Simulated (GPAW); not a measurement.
The system is Nb4C3.

```
CELL_PARAMETERS angstrom
4.47077 0.00000 0.00000
0.00000 4.47077 0.00000
0.00000 0.00000 4.47077
ATOMIC_POSITIONS crystal
Nb 0.50000 0.50000 0.50000
Nb 0.50000 0.00000 0.00000
Nb 0.00000 0.00000 0.50000
Nb 0.00000 0.50000 0.00000
C 0.00000 0.50000 0.50000
C 0.50000 0.50000 0.00000
C 0.50000 0.00000 0.50000
```

The cell comes from a database or a generator and needn't be the stable form of this composition.

Base run:

- Program: GPAW 26.7.0
- Functional: PBEsol
- Potentials or basis: PAW data sets generated in the run's folder for this functional
- Cutoff: 800 eV
- Basis: pw
- k mesh: 6 × 6 × 6
- Occupations: fermi-dirac, width 0.05 eV
- Spin: no spin polarisation
- Hubbard terms: Nb d U = 2 eV

Its results: pressure -8.0 GPa.

**Question.** After a change of settings the same cell gave: pressure -6.3 GPa. Which change was it?
A. hubbard terms from Nb d U = 2 eV to Nb d U = 4 eV
B. hubbard terms from Nb d U = 2 eV to none
C. hubbard terms from Nb d U = 2 eV to Nb d U = 3 eV

**Answer.** C.

Caveats: U without spin polarisation on a metal has little footing; the U is typed as a test and isn't derived for this compound.

Not every run made on this cell is shown here.
